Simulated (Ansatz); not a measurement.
# Al3As3H2: the cost of one run

Method: DFT PBEsol, scalar-relativistic, plane waves, PAW, in Ansatz 0.2.0.

1 further run of the same task is left out (set aside as unsound or not needed).

## Step 1: The structure to begin with

It takes space group Pmm2 (No. 25, orthorhombic). The conventional cell has a = 4.013 Å, b = 4.013 Å, c = 24.093 Å, α = 90.00°, β = 90.00°, γ = 90.00°. As (site symmetry mm2) has 2 Al at 2.46 Å in its first shell of neighbours. Al (site symmetry mm2) has 4 As at 2.46 Å in its first shell of neighbours. Around As (site symmetry mm2) lie 4 Al at 2.43 to 2.46 Å. Al (site symmetry mm2) is surrounded by 4 As at 2.43 to 2.49 Å. Around As (site symmetry mm2) lie 4 Al at 2.46 to 2.49 Å. Al (site symmetry mm2) is surrounded by 2 As at 2.46 Å.

Structure file:

```cif
data_structure
_symmetry_space_group_name_H-M 'Pmm2'
_symmetry_Int_Tables_number 25
_cell_length_a 4.0125
_cell_length_b 4.0125
_cell_length_c 24.0932
_cell_angle_alpha 90.000
_cell_angle_beta 90.000
_cell_angle_gamma 90.000
_cell_volume 387.91
loop_
_atom_site_label
_atom_site_type_symbol
_atom_site_symmetry_multiplicity
_atom_site_Wyckoff_symbol
_atom_site_fract_x
_atom_site_fract_y
_atom_site_fract_z
_atom_site_occupancy
As1 As 1 b 0.00000 0.50000 0.35280 1
Al1 Al 1 d 0.50000 0.50000 0.41168 1
As2 As 1 c 0.50000 0.00000 0.47056 1
Al2 Al 1 a 0.00000 0.00000 0.52754 1
As3 As 1 b 0.00000 0.50000 0.58889 1
Al3 Al 1 d 0.50000 0.50000 0.64802 1
```

Miller indices refer to the conventional cell of the relaxed bulk, F-43m (No. 216): a = 5.675 Å, b = 5.675 Å, c = 5.675 Å, α = 90.00°, β = 90.00°, γ = 90.00°.

It is a (100) slab, 7.1 Å thick as cut, with 17 Å of vacuum; its outer planes are Al (top) and As (bottom). An earlier relaxation, lower half held, gave -16011.2256 eV, work function 4.55 eV (top face), 6.06 eV (bottom face), dipole along +c 0.135 e·Å per cell.

## Step 2: Start: H2, top (Al)

input.yaml reads:

```yaml
crystal:
  lattice:
    - [4.0125456551, 0.0, 0.0]
    - [0.0, 4.0125456551, 0.0]
    - [0.0, 0.0, 26.0932456064]
  atoms:
    - { symbol: As, position: [0.0, 0.5, 0.3257547998] }
    - { symbol: Al, position: [0.5, 0.5, 0.3801232422] }
    - { symbol: As, position: [0.5, 0.0, 0.4344916847] }
    - { symbol: Al, position: [0.0, 0.0, 0.4871067027] }
    - { symbol: As, position: [0.0, 0.5, 0.5437549908] }
    - { symbol: Al, position: [0.5, 0.5, 0.598350723] }
    - { symbol: H, position: [0.5, 0.5, 0.6795978025] }
    - { symbol: H, position: [0.594341606, 0.338641965, 0.6795978025] }
basis:
  ecutwfc: 420
kpoints:
  mp_grid: { grid: [7, 7, 1] }
hamiltonian:
  xc: pbesol
scf:
  occupations: { method: gaussian, width: 0.05 }
output:
  forces: true
  eigenvalues: true
  write_density: true
  write_potential: true
  elf: true
  volumetric_format: npy
relax:
  adjacent_minimum: "off"
  f_tol: 0.03
  max_steps: 70
  constraints: [{ sites: [0, 1, 2] }]
efield:
  axis: 3
  dipole_correction: true
  ramp_width: 0.04
```

Run with:

```sh
$ ansatz run input.yaml --threads 4 --pin off --max-ram 10240MiB --backend cpu --events-out ev --progress --plain --runs-dir out
```

What time and memory should one allow on 4 threads of AMD EPYC 9R45 (Zen 5), shared host?

About 1.8 min, with a peak of 0.94 GiB.
